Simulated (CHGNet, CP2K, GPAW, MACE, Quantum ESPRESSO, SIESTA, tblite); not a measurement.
## Rock-salt TiC, an end member of the NbC–TiC series (64 atoms): runs against a plane-wave reference

The cell holds 64 atoms: 32 Ti and 32 C. Its edges and angles: a = 8.656 Å, b = 8.656 Å, c = 8.656 Å, α = 90.0°, β = 90.0°, γ = 90.0°. It derives from NbC (rock-salt), repeated 2×2×2. Rock-salt NbC, 2 x 2 x 2 conventional cells, 32 of 32 Nb sites given to Ti at random (x = 1.000), lattice by Vegard's rule (a = 4.328 Å); not relaxed, displaced by a Gaussian of 0.02 Å. Then every atom was moved at random, 0.03 Å r.m.s. a Cartesian component.

Geometry: as built.

The reference, a calculation:

```
method                 : Kohn-Sham DFT, PBE, SSSP efficiency 1.3.0 pseudopotentials, plane waves (Quantum ESPRESSO 7.5); sssp-pbe-1.3.0-efficiency, cutoffs 45/360 Ry, Γ point
r.m.s. force component : 0.5057 eV/Å
longest force          : 1.782 eV/Å
pressure               : 0.7943 GPa
time                   : 75 s on 4 MPI ranks of Arm Neoverse V1, shared host
CPU time               : 5 min
```

Q: Estimate the differences from the reference, the CPU time and the memory of each run.
- CP2K PBE, SZV-MOLOPT-SR, 800/50 Ry, diagonalisation (CP2K 2026.2; 2 threads)
- MACE MP-0b2 small potential (MACE MP-0b2 small; 1 thread)
- SIESTA PBE, SZP, shift 0.01 Ry, mesh 500 Ry (SIESTA 5.4.2; 2 MPI ranks)
- SIESTA PBE, DZP, shift 0.01 Ry, mesh 200 Ry (SIESTA 5.4.2; 2 MPI ranks)
- SIESTA PBE, DZP, shift 0.01 Ry, mesh 500 Ry (SIESTA 5.4.2; 2 MPI ranks)
- CHGNet r2SCAN potential (CHGNet r2SCAN; 1 thread)
- SIESTA PBE, DZP, shift 0.04 Ry, mesh 500 Ry (SIESTA 5.4.2; 2 MPI ranks)
- CP2K PBE+D3(BJ), DZVP-MOLOPT-SR, 800/50 Ry, diagonalisation (CP2K 2026.2; 4 MPI ranks)
- CP2K PBE, DZVP-MOLOPT-SR, 800/70 Ry, diagonalisation (CP2K 2026.2; 4 MPI ranks)
- MACE MPA-0 medium potential (MACE MPA-0 medium; 1 thread)

Differences are against the plane-wave reference, forces as r.m.s. over components; share is that over the reference's r.m.s. force, slope the least-squares factor from reference forces to these. Total energies of different programs have different zeros and aren't compared.

```tsv
run	Δ force, r.m.s. (meV/Å)	share (%)	slope	Δ pressure (GPa)	cores	CPU time	memory (GiB)
reference	-	-	-	-	4	5 min	1.7
CP2K PBE, SZV-MOLOPT-SR, 800/50 Ry, diagonalisation (coarse)	144	28.5	1.048	-17.8	2	4.2 min	2.8
MACE MP-0b2 small potential	239	47.2	0.866	0.799	1	6.3 s	0.67
SIESTA PBE, SZP, shift 0.01 Ry, mesh 500 Ry (coarse)	56.0	11.1	1.036	-1.19	2	8.9 min	1.7
SIESTA PBE, DZP, shift 0.01 Ry, mesh 200 Ry	61.8	12.2	1.010	-2.04	2	4.3 min	0.93
SIESTA PBE, DZP, shift 0.01 Ry, mesh 500 Ry	61.4	12.1	1.014	-2.07	2	12 min	1.9
CHGNet r2SCAN potential	335	66.2	0.390	1.14	1	4.2 s	1.0
SIESTA PBE, DZP, shift 0.04 Ry, mesh 500 Ry (coarse)	140	27.6	0.950	-3.72	2	5.9 min	1.3
CP2K PBE+D3(BJ), DZVP-MOLOPT-SR, 800/50 Ry, diagonalisation	12.9	2.54	1.011	-8.21	4	12 min	5
CP2K PBE, DZVP-MOLOPT-SR, 800/70 Ry, diagonalisation	13.2	2.61	1.012	-0.930	4	17 min	4.9
MACE MPA-0 medium potential	219	43.4	0.956	1.12	1	7.9 s	1
```

Rows marked coarse were listed beforehand as settings not expected to be converged; some can still land near the reference.

Times of the machine-learned potentials are mostly Python's start and the loading of weights.

CPU time is summed over cores on a shared host, where runs went side by side, so it is rough. Symmetry, cutoffs, thresholds, outputs and thread counts weren't matched or tuned between programs; memory under MPI is the largest rank's times the ranks.

The PBE runs in local orbitals, coarse settings apart, differ by 2.6 % (CP2K PBE, DZVP-MOLOPT-SR, 800/70 Ry, diagonalisation) to 12 % (SIESTA PBE, DZP, shift 0.01 Ry, mesh 200 Ry); basis, grid and potentials can all enter. Machine-learned potentials differ by 43 % (MACE MPA-0 medium potential) to 66 % (CHGNet r2SCAN potential); they were trained on other programs' data, some at another functional. Rows with another functional or a dispersion term differ by 2.5 % (CP2K PBE+D3(BJ), DZVP-MOLOPT-SR, 800/50 Ry, diagonalisation), which mixes the change of model with differences of basis and potentials. Runs with settings chosen to be coarse differ by 11 % (SIESTA PBE, SZP, shift 0.01 Ry, mesh 500 Ry) to 28 % (CP2K PBE, SZV-MOLOPT-SR, 800/50 Ry, diagonalisation), their programs' other errors included. Machine-learned potentials mimic data converged in k, so the reference's own k-point error enters their differences. The electronic-structure runs sample only Γ, in a cell whose shortest periodic width is 9 Å, which is coarse for a cell with partly filled levels.

[Logs are printed without paths, hosts, clocks, repeated set-up lines and the standing remarks that a program may print on its own settings, such as how far it seeks lower states.]

[Hosts, paths, dates, database ids (printed as entryN), source tags and the programs' standing remarks are cut or masked in the printed files.]
